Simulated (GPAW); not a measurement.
# MnS (F-43m) in GPAW: reference runs

How does MnS come out in PBE? The cell is run as given and disturbed.

All numbers are computed with GPAW 26.7.0; they aren't measurements. Logs are shortened: lines on timing, memory, paths and dates and some standing lists are left out, and cuts for length are marked. The log counts tension as positive stress, the text compression.

## 1. The structure

It takes space group F-43m (No. 216, cubic). The conventional cell has a = 4.947 Å, b = 4.947 Å, c = 4.947 Å, α = 90.00°, β = 90.00°, γ = 90.00°. Mn (site symmetry -43m) has 4 S at 2.14 Å as nearest neighbours. S (site symmetry -43m) is surrounded by 4 Mn at 2.14 Å.

The cell is a database's computed one.

## 2. Single point, PBE, collinear spin, ferromagnetic start

File run.py:

```python
from ase import Atoms
from ase.dft.bandgap import bandgap
from ase.io import write
from ase.units import GPa
from gpaw import GPAW, PW

atoms = Atoms(['Mn', 'S'],
              cell=[[0.0, 2.4734634191, 2.4734634191],
                    [2.4734634191, 0.0, 2.4734634191],
                    [2.4734634191, 2.4734634191, 0.0]],
              scaled_positions=[[0.0, 0.0, 0.0],
                                [0.75, 0.75, 0.75]],
              pbc=True)
atoms.set_initial_magnetic_moments([4.0, 0.0])

calc = GPAW(mode=PW(600),
            xc='PBE',
            kpts={'size': (9, 9, 9), 'gamma': True},
            occupations={'name': 'fermi-dirac', 'width': 0.05},
            nbands=21,
            convergence={'density': 1e-05, 'energy': 1e-05},
            maxiter=150,
            txt='gpaw.txt')
atoms.calc = calc
energy = atoms.get_potential_energy()
forces = atoms.get_forces()
stress = atoms.get_stress()
calc.write('gs.gpw')
write('result.traj', atoms)
print(f'Energy: {energy:.6f} eV')
print('Forces (eV/A):')
print(forces.round(4))
print('Stress (GPa):', (stress / GPa).round(3))
print('Moments:', calc.get_magnetic_moments().round(3))
print('Fermi level:', round(calc.get_fermi_level(), 4), 'eV')
print(f'Gap: {bandgap(calc)[0]:.4f} eV, direct: {bandgap(calc, direct=True)[0]:.4f} eV')
```

Potentials or basis: GPAW PAW data sets (gpaw-data 1.2.1), pw.

Started as:

```console
> OMP_NUM_THREADS=1 python run.py
```

gpaw.txt:

```text
__  _  _
 | _ |_)|_||  |
 |__||  | ||/\| - 26.7.0

Input parameters:
  mode=PW(ecut=600.0),
  convergence={'density': 1e-05, 'energy': 1e-05},
  kpts=MonkhorstPack(size=(9, 9, 9), gamma=True),
  maxiter=150,
  nbands=21,
  occupations=Occupations(name='fermi-dirac', width=0.05),
  xc=XC(name='PBE')

Diagonalizing LCAO Hamiltonian
Converting LCAO to pw mode

                   S

       Mn

Atoms  # Å, Bohr magnetons
|   | symbol |        x |        y |        z |    initial magnetic moments |
|---|--------|----------|----------|----------|-----------------------------|
| 0 |     Mn | 0.000000 | 0.000000 | 0.000000 | ( 0.0000,  0.0000,  4.0000) |
| 1 |      S | 3.710195 | 3.710195 | 3.710195 | ( 0.0000,  0.0000,  0.0000) |

Unit cell  # Å
| periodic |        x |        y |        z |  lengths |    angles |
|----------|----------|----------|----------|----------|-----------|
|      yes | 0.000000 | 2.473463 | 2.473463 | 3.498006 | 60.000000 |
|      yes | 2.473463 | 0.000000 | 2.473463 | 3.498006 | 60.000000 |
|      yes | 2.473463 | 2.473463 | 0.000000 | 3.498006 | 60.000000 |

Number of symmetries: 24
Symmetry operations  # r_c * U_cc + t_c -> r_c
|    | kind |            matrix            |
|----|------|------------------------------|
|  0 |  E   |  1, 0, 0,  0, 1, 0,  0, 0, 1 |
|  1 |  σ   |  1, 0, 0,  0, 0, 1,  0, 1, 0 |
|  2 |  σ   |  1, 0,-1,  0, 1,-1,  0, 0,-1 |
|  3 |  C3  |  1, 0,-1,  0, 0,-1,  0, 1,-1 |
|  4 |  C3  |  1,-1, 0,  0,-1, 1,  0,-1, 0 |
|  5 |  σ   |  1,-1, 0,  0,-1, 0,  0,-1, 1 |
|  6 |  σ   |  0, 1, 0,  1, 0, 0,  0, 0, 1 |
|  7 |  C3  |  0, 1, 0,  0, 0, 1,  1, 0, 0 |
|  8 |  C2  |  0, 1,-1,  1, 0,-1,  0, 0,-1 |
|  9 |  S4  |  0, 1,-1,  0, 0,-1,  1, 0,-1 |
| 10 |  C3  |  0, 0, 1,  1, 0, 0,  0, 1, 0 |
| 11 |  σ   |  0, 0, 1,  0, 1, 0,  1, 0, 0 |
| 12 |  S4  |  0, 0,-1,  1, 0,-1,  0, 1,-1 |
| 13 |  C3  |  0, 0,-1,  0, 1,-1,  1, 0,-1 |
| 14 |  S4  |  0,-1, 1,  1,-1, 0,  0,-1, 0 |
| 15 |  C2  |  0,-1, 1,  0,-1, 0,  1,-1, 0 |
| 16 |  C3  |  0,-1, 0,  1,-1, 0,  0,-1, 1 |
| 17 |  S4  |  0,-1, 0,  0,-1, 1,  1,-1, 0 |
| 18 |  S4  | -1, 1, 0, -1, 0, 1, -1, 0, 0 |
| 19 |  C3  | -1, 1, 0, -1, 0, 0, -1, 0, 1 |
| 20 |  C3  | -1, 0, 1, -1, 1, 0, -1, 0, 0 |
| 21 |  S4  | -1, 0, 1, -1, 0, 0, -1, 1, 0 |
| 22 |  σ   | -1, 0, 0, -1, 1, 0, -1, 0, 1 |
| 23 |  C2  | -1, 0, 0, -1, 0, 1, -1, 1, 0 |

BZ-sampling:
  Number of BZ points: 729
  Number of IBZ points: 35

  Monkhorst-Pack size: [9, 9, 9]
  Monkhorst-Pack shift: [0, 0, 0]

K-points  # in reciprocal-cell coordinates
|     |                                coordinates |     weight |
|-----|--------------------------------------------|------------|
|   0 | (  0.00000000,   0.00000000,   0.00000000) | 0.00137174 |
|   1 | (  0.11111111,   0.11111111,   0.00000000) | 0.00823045 |
|   2 | (  0.11111111,   0.11111111,   0.11111111) | 0.01097394 |
|   3 | (  0.22222222,   0.11111111,   0.11111111) | 0.01646091 |
|   4 | (  0.22222222,   0.22222222,   0.00000000) | 0.00823045 |
|   5 | (  0.22222222,   0.22222222,   0.11111111) | 0.03292181 |
|   6 | (  0.22222222,   0.22222222,   0.22222222) | 0.01097394 |
|   7 | (  0.33333333,   0.22222222,   0.11111111) | 0.03292181 |
|   8 | (  0.33333333,   0.22222222,   0.22222222) | 0.03292181 |
|   9 | (  0.33333333,   0.33333333,  -0.33333333) | 0.01646091 |
| ... |                                            |            |
|  34 | (  0.44444444,   0.44444444,   0.44444444) | 0.01097394 |

Plane wave coefficients: 1022
Cutoff: 600.0 eV

Spin-components: 2 (collinear spins)
Bands:           21
Projectors:      11
Spin-degeneracy: 1
Datatype:        complex128

Density:
  Valence electrons: 21.0
  Components: 2
  Grid points: [20 20 20]
  Charge: 0.0  # |e|

Potential:
  Grid points: [20 20 20]

species:
  Mn:
    name:    Manganese
    Z:       25.0
    valence: 15
    core:    10
    charge:  0.0  # [|e|]
    compensation charges:
      type: gauss
      rc: 0.38  # [Å]
      lmax: 2
    cutoffs:
      filter: 2.14  # [Å]
      core: 0.86  # [Å]
    projectors
    | kind |    occ | energy [eV] | rcut [Å] |
    |------|--------|-------------|----------|
    |   3s |  2.000 |     -85.859 |    1.275 |
    |   4s |  2.000 |      -5.106 |    1.275 |
    |   3p |  6.000 |     -54.597 |    1.281 |
    |   4p |  0.000 |      -1.371 |    1.281 |
    |   3d |  5.000 |      -6.771 |    1.138 |
    |    d |        |      20.441 |    1.138 |

    Using partial waves for Mn as LCAO basis

  S:
    name:    Sulfur
    Z:       16.0
    valence: 6
    core:    10
    charge:  0.0  # [|e|]
    compensation charges:
      type: gauss
      rc: 0.24  # [Å]
      lmax: 2
    cutoffs:
      filter: 1.77  # [Å]
      core: 1.66  # [Å]
    projectors
    | kind |    occ | energy [eV] | rcut [Å] |
    |------|--------|-------------|----------|
    |   3s |  2.000 |     -17.254 |    0.974 |
    |   3p |  4.000 |      -7.008 |    0.979 |
    |    s |        |       9.957 |    0.974 |
    |    p |        |      20.203 |    0.979 |
    |    d |        |       0.000 |    0.900 |

    Using partial waves for S as LCAO basis

Reference energy: -42371.707970  # eV

eigensolver:
  PPCG
  Converge bands: occupied
  niter=2

density mixing:
  MSR1-Mixer
  Pratt-step length: 0.05
  Maximum mixing coefficient: 0.75
  Old densities: 10
  SVD Regularization: 0.005
  Good broyden scale: 1.0
  Trust region scale: 1.0
  Backstep threshold: 4.0
  History deletion threshold: 6.0
  Fourier metric: weight=20.0, sigma=0.015

occupation numbers:
  Fermi-Dirac:
    width: 0.0500  # eV

poisson solver:
  ecut: 4800.0  # eV

xc functional:
  name: PBE with 2 nearest neighbor stencil

convergence criteria:
- Maximum integral of absolute [dens]ity change: 1e-05 electrons / valence electron
- Maximum [total energy] change in last 3 cyles: 1e-05 eV / valence electron
- Maximum integral of absolute [eigenst]ate change: 4e-08 eV^2 / valence electron
maximum number of iterations: 150

SCF iterations
|iter     | |      energy | eigst |  dens |  magmom |
|---------|-|-------------|-------|-------|---------|
|iter:   1| |  -13.893003 | +0.29 |       |  +4.0039|
|iter:   2| |  -13.875401 | -1.77 | -1.05 |  +3.9643|
|iter:   3| |  -14.056558 | -1.96 | -1.08 |  +3.3359|
|iter:   4| |  -14.008158 | -2.16 | -1.21 |  +2.9292|
|iter:   5| |  -14.039061 | -2.95 | -1.51 |  +2.5809|
|iter:   6| |  -14.090306 | -3.11 | -1.64 |  +2.0717|
|iter:   7| |  -14.161679 | -3.18 | -1.72 |  +1.3809|
|iter:   8| |  -14.187566 | -1.84 | -1.67 |  -1.4681|
|iter:   9| |  -14.279140 | -2.14 | -1.35 |  +0.6156|
|iter:  10| |  -14.294265 | -3.42 | -1.83 |  +0.2314|
|iter:  11| |  -14.274806 | -3.60 | -2.26 |  +0.6855|
|iter:  12| |  -14.290923 | -3.07 | -1.89 |  -0.0074|
|iter:  13| |  -14.290677 | -4.55 | -2.38 |  +0.0198|
|iter:  14| |  -14.292294 | -4.47 | -2.72 |  +0.1447|
|iter:  15| |  -14.292556 | -5.48 | -2.99 |  +0.1817|
|iter:  16| |  -14.292554 | -6.11 | -3.34 |  +0.1743|
|iter:  17| |  -14.292691c| -6.20 | -3.54 |  +0.1899|
|iter:  18| |  -14.292773 | -6.38 | -3.80 |  +0.1972|
|iter:  19| |  -14.292828c| -6.70 | -4.02 |  +0.2031|
|iter:  20| |  -14.292853c| -7.35 | -4.46 |  +0.2061|
|iter:  21| |  -14.292851c| -8.34c| -5.04c|  +0.2058|

Converged in 21 steps
Energy contributions relative to reference atoms: (reference = -42371.707970)

Energy contributions:
  Kinetic:           7.998150
  Coulomb:          -6.610279
  Zero:              0.250310
  External:          0.000000
  Xc:              -15.921077
  Entropy:          -0.019910
  Spinorbit:         0.000000
  ----------------------------
  Free energy:     -14.302807
  Extrapolated:    -14.292851

dipole moment: (-7.728790, -7.728790, -7.728790)  # |e|*Ang

Total magnetic moment: (0.000000, 0.000000, 0.205767)

Local magnetic moments
|        x |        y |         z |
|----------|----------|-----------|
| 0.000000 | 0.000000 |  0.194472 |  # Mn   0
| 0.000000 | 0.000000 | -0.003042 |  # S    1

Fermi level: 7.904
Eigenvalues  # (at kpt = [0.000, 0.000, 0.000])
| band index |      eig [eV] | occ [0-1] |      eig [eV] | occ [0-1] |
|------------|---------------|-----------|---------------|-----------|
|          0 |       -71.024 |     1.000 |       -70.824 |     1.000 |
|        ... |               |           |               |           |
|          2 |       -39.870 |     1.000 |       -39.674 |     1.000 |
|          3 |       -39.870 |     1.000 |       -39.674 |     1.000 |
|          4 |        -7.421 |     1.000 |        -7.413 |     1.000 |
|          5 |         3.170 |     1.000 |         3.214 |     1.000 |
|          6 |         3.170 |     1.000 |         3.214 |     1.000 |
|          7 |         3.170 |     1.000 |         3.214 |     1.000 |
|          8 |         7.002 |     1.000 |         7.243 |     1.000 |
|          9 |         7.002 |     1.000 |         7.243 |     1.000 |
|         10 |        11.628 |     0.000 |        11.656 |     0.000 |
|         11 |        11.640 |     0.000 |        11.710 |     0.000 |
|         12 |        11.640 |     0.000 |        11.710 |     0.000 |
|         13 |        11.640 |     0.000 |        11.710 |     0.000 |
|         14 |        15.684 |     0.000 |        15.733 |     0.000 |
|         15 |        15.684 |     0.000 |        15.733 |     0.000 |
|         16 |        15.684 |     0.000 |        15.733 |     0.000 |
|         17 |        21.114 |     0.000 |        21.176 |     0.000 |
|        ... |               |           |               |           |
|         20 |        24.130 |     0.000 |        24.160 |     0.000 |

No gap
No difference between direct/indirect transitions

Forces  # eV/Ang
|        x |        y |        z |
|----------|----------|----------|
|  0.00000 | -0.00000 | -0.00000 |  # Mn   0
| -0.00000 | -0.00000 | -0.00000 |  # S    1

Stress tensor  # eV/Ang^3
|         x |         y |         z |
|-----------|-----------|-----------|
| -0.023951 |  0.000000 |  0.000000 |
|  0.000000 | -0.023951 |  0.000000 |
|  0.000000 |  0.000000 | -0.023951 |

# Writing to gs.gpw (mode='')
```

It took 42 s on 1 thread of Arm Neoverse V2, shared host; peak memory 0.17 GiB.

What came out:

| Property | Result |
| --- | --- |
| Free energy | -14.3028 eV |
| Pressure | 3.8 GPa |
| Band gap on the k mesh | none (metal or under the smearing width) |
| Net moment | 0.21 μB per cell |
| Site moments | Mn +0.19; S -0.00 μB |

Caveat: the moment fell far below its start of 4 μB, so a state of higher moment may lie lower in energy; semilocal functionals often make such compounds metallic where correlation or magnetic order opens a gap, which also shifts bond lengths.

## 3. Single point, PBE, collinear spin, ferromagnetic start (atoms moved at random, drawn with an rms of 0.05 Å)

Changes to run.py since step 2:

```diff
@@ -10,4 +10,4 @@
                     [2.4734634191, 2.4734634191, 0.0]],
-              scaled_positions=[[0.0, 0.0, 0.0],
-                                [0.75, 0.75, 0.75]],
+              scaled_positions=[[0.003495, -0.003728, 0.001357],
+                                [0.727105, 0.732097, 0.762496]],
               pbc=True)
```

Potentials or basis: GPAW PAW data sets (gpaw-data 1.2.1), pw.

Started as:

```console
> OMP_NUM_THREADS=1 python run.py
```

gpaw.txt:

```text
__  _  _
 | _ |_)|_||  |
 |__||  | ||/\| - 26.7.0

Input parameters:
  mode=PW(ecut=600.0),
  convergence={'density': 1e-05, 'energy': 1e-05},
  kpts=MonkhorstPack(size=(9, 9, 9), gamma=True),
  maxiter=150,
  nbands=21,
  occupations=Occupations(name='fermi-dirac', width=0.05),
  xc=XC(name='PBE')

Diagonalizing LCAO Hamiltonian
Converting LCAO to pw mode

                   S

       Mn

Atoms  # Å, Bohr magnetons
|   | symbol |         x |        y |         z |    initial magnetic moments |
|---|--------|-----------|----------|-----------|-----------------------------|
| 0 |     Mn | -0.005865 | 0.012001 | -0.000576 | ( 0.0000,  0.0000,  4.0000) |
| 1 |      S |  3.696821 | 3.684474 |  3.609283 | ( 0.0000,  0.0000,  0.0000) |

Unit cell  # Å
| periodic |        x |        y |        z |  lengths |    angles |
|----------|----------|----------|----------|----------|-----------|
|      yes | 0.000000 | 2.473463 | 2.473463 | 3.498006 | 60.000000 |
|      yes | 2.473463 | 0.000000 | 2.473463 | 3.498006 | 60.000000 |
|      yes | 2.473463 | 2.473463 | 0.000000 | 3.498006 | 60.000000 |

Number of symmetries: 1
Symmetry operations  # r_c * U_cc + t_c -> r_c
|   | kind |            matrix            |
|---|------|------------------------------|
| 0 |  E   |  1, 0, 0,  0, 1, 0,  0, 0, 1 |

BZ-sampling:
  Number of BZ points: 729
  Number of IBZ points: 365

  Monkhorst-Pack size: [9, 9, 9]
  Monkhorst-Pack shift: [0, 0, 0]

K-points  # in reciprocal-cell coordinates
|     |                                coordinates |     weight |
|-----|--------------------------------------------|------------|
|   0 | (  0.00000000,   0.00000000,   0.00000000) | 0.00137174 |
|   1 | (  0.00000000,   0.00000000,   0.11111111) | 0.00274348 |
|   2 | (  0.00000000,   0.00000000,   0.22222222) | 0.00274348 |
|   3 | (  0.00000000,   0.00000000,   0.33333333) | 0.00274348 |
|   4 | (  0.00000000,   0.00000000,   0.44444444) | 0.00274348 |
|   5 | (  0.00000000,   0.11111111,  -0.44444444) | 0.00274348 |
|   6 | (  0.00000000,   0.11111111,  -0.33333333) | 0.00274348 |
|   7 | (  0.00000000,   0.11111111,  -0.22222222) | 0.00274348 |
|   8 | (  0.00000000,   0.11111111,  -0.11111111) | 0.00274348 |
|   9 | (  0.00000000,   0.11111111,   0.00000000) | 0.00274348 |
| ... |                                            |            |
| 364 | (  0.44444444,   0.44444444,   0.44444444) | 0.00274348 |

Plane wave coefficients: 1022
[... 99 lines left out ...]
- Maximum integral of absolute [eigenst]ate change: 4e-08 eV^2 / valence electron
maximum number of iterations: 150

SCF iterations
|iter     | |      energy | eigst |  dens |  magmom |
|---------|-|-------------|-------|-------|---------|
|iter:   1| |  -13.820510 | +0.29 |       |  +4.0039|
|iter:   2| |  -13.800078 | -1.78 | -1.05 |  +3.9640|
|iter:   3| |  -13.981376 | -1.93 | -1.08 |  +3.3301|
|iter:   4| |  -13.935371 | -2.15 | -1.20 |  +2.9152|
|iter:   5| |  -13.963949 | -2.90 | -1.49 |  +2.5593|
|iter:   6| |  -14.020375 | -3.10 | -1.62 |  +2.0496|
|iter:   7| |  -14.098510 | -3.13 | -1.70 |  +1.3024|
|iter:   8| |  -13.974701 | -1.59 | -1.67 |  -2.3698|
|iter:   9| |  -14.213366 | -1.94 | -1.24 |  -0.0462|
|iter:  10| |  -14.214190 | -3.48 | -1.84 |  +0.2936|
|iter:  11| |  -14.206646 | -3.14 | -2.10 |  -0.2088|
|iter:  12| |  -14.212061 | -3.84 | -2.31 |  +0.0582|
|iter:  13| |  -14.213201 | -4.31 | -2.76 |  +0.2075|
|iter:  14| |  -14.213119 | -5.36 | -2.78 |  +0.1698|
|iter:  15| |  -14.213159c| -5.97 | -3.15 |  +0.1756|
|iter:  16| |  -14.213212c| -6.23 | -3.54 |  +0.1835|
|iter:  17| |  -14.213237c| -6.90 | -4.08 |  +0.1856|
|iter:  18| |  -14.213267c| -6.83 | -4.27 |  +0.1899|
|iter:  19| |  -14.213275c| -7.59c| -4.67 |  +0.1911|
|iter:  20| |  -14.213272c| -7.77c| -4.92 |  +0.1903|
|iter:  21| |  -14.213277c| -8.36c| -5.10c|  +0.1912|

Converged in 21 steps
Energy contributions relative to reference atoms: (reference = -42371.707970)

Energy contributions:
  Kinetic:           8.587522
  Coulomb:          -7.050866
  Zero:              0.247661
  External:          0.000000
  Xc:              -15.988071
  Entropy:          -0.019045
  Spinorbit:         0.000000
  ----------------------------
  Free energy:     -14.222799
  Extrapolated:    -14.213277

dipole moment: (3.310735, -7.761199, 2.853129)  # |e|*Ang

Total magnetic moment: (0.000000, 0.000000, 0.191169)

Local magnetic moments
|        x |        y |         z |
|----------|----------|-----------|
| 0.000000 | 0.000000 |  0.182682 |  # Mn   0
| 0.000000 | 0.000000 | -0.004043 |  # S    1

Fermi level: 7.919
Eigenvalues  # (at kpt = [0.000, 0.000, 0.000])
| band index |      eig [eV] | occ [0-1] |      eig [eV] | occ [0-1] |
|------------|---------------|-----------|---------------|-----------|
|          0 |       -71.028 |     1.000 |       -70.838 |     1.000 |
|        ... |               |           |               |           |
|          2 |       -39.874 |     1.000 |       -39.686 |     1.000 |
|          3 |       -39.834 |     1.000 |       -39.614 |     1.000 |
|          4 |        -7.426 |     1.000 |        -7.421 |     1.000 |
|          5 |         2.974 |     1.000 |         3.019 |     1.000 |
|          6 |         3.126 |     1.000 |         3.176 |     1.000 |
|          7 |         3.397 |     1.000 |         3.437 |     1.000 |
[... 8 lines left out ...]
|         16 |        15.852 |     0.000 |        15.910 |     0.000 |
|         17 |        20.986 |     0.000 |        21.036 |     0.000 |
|        ... |               |           |               |           |
|         20 |        24.080 |     0.000 |        24.104 |     0.000 |

No gap
No difference between direct/indirect transitions

Forces  # eV/Ang
|        x |        y |        z |
|----------|----------|----------|
|  0.09575 | -0.51814 | -1.40021 |  # Mn   0
| -0.09576 |  0.51813 |  1.40019 |  # S    1

Stress tensor  # eV/Ang^3
|         x |         y |         z |
|-----------|-----------|-----------|
| -0.030139 |  0.051153 |  0.018338 |
|  0.051153 | -0.029970 | -0.000602 |
|  0.018338 | -0.000602 | -0.029213 |

# Writing to gs.gpw (mode='')
```

stdout:

```text
Energy: -14.213277 eV
Forces (eV/A):
[[ 0.0957 -0.5181 -1.4002]
 [-0.0958  0.5181  1.4002]]
Stress (GPa): [-4.829 -4.802 -4.68  -0.096  2.938  8.196]
Moments: [ 0.183 -0.004]
Fermi level: 7.9192 eV
Gap: 0.0000 eV, direct: 0.0000 eV
```

It took 6.7 min on 1 thread of Arm Neoverse V2, shared host; peak memory 0.49 GiB.

Results:

* Free energy: -14.2228 eV
* Pressure: 4.8 GPa
* Largest force: 1.496 eV/Å
* Band gap on the k mesh: none (metal or under the smearing width)
* Net moment: 0.19 μB per cell
* Site moments: Mn +0.18; S -0.00 μB

Forces on the atoms (eV/Å):
```
Mn   0.096 -0.518 -1.400
S   -0.096  0.518  1.400
```

Caveat: the moment fell far below its start of 4 μB, so a state of higher moment may lie lower in energy; semilocal functionals often make such compounds metallic where correlation or magnetic order opens a gap, which also shifts bond lengths.
